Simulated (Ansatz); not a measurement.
MnS:

```xyz
2
Lattice="0.0000 2.4735 2.4735 2.4735 0.0000 2.4735 2.4735 2.4735 0.0000" Properties=species:S:1:pos:R:3 pbc="T T T"
Mn    0.0000    0.0000    0.0000
S     3.7102    3.7102    3.7102
```

The cell is a database's computed one.

Base run:

- Program: Ansatz 0.2.0
- Functional: PBEsol
- Potentials or basis: Ansatz PAW
- Cutoff: 420 eV (not typed: the program's choice for these potentials)
- k mesh: 8 × 8 × 8
- Occupations: fermi-dirac, width 0.05 eV
- Spin: collinear spin, ferromagnetic start
- Starting moments: [3.0, 0.0] μB
- Fixed moment: 3 μB

Its results: pressure 17.8 GPa; site moments Mn +2.52; S +0.02 μB.

The run is repeated on the same cell with these changes: fixed moment from 3 μB to 1 μB; moments at the start from [3.0, 0.0] to [1.0, 0.0]. What comes out?

Pressure -0.3 GPa; site moments Mn +0.88; S -0.02 μB.

Caveats: the total moment is fixed, so each spin has its own Fermi level; a cell with one magnetic atom can't hold antiferromagnetic order, which such compounds often take; the PAW data sets come from PBE, with cores solved anew for the run's functional, which leaves a small shift of forces and pressure; the thresholds are loose for stress.
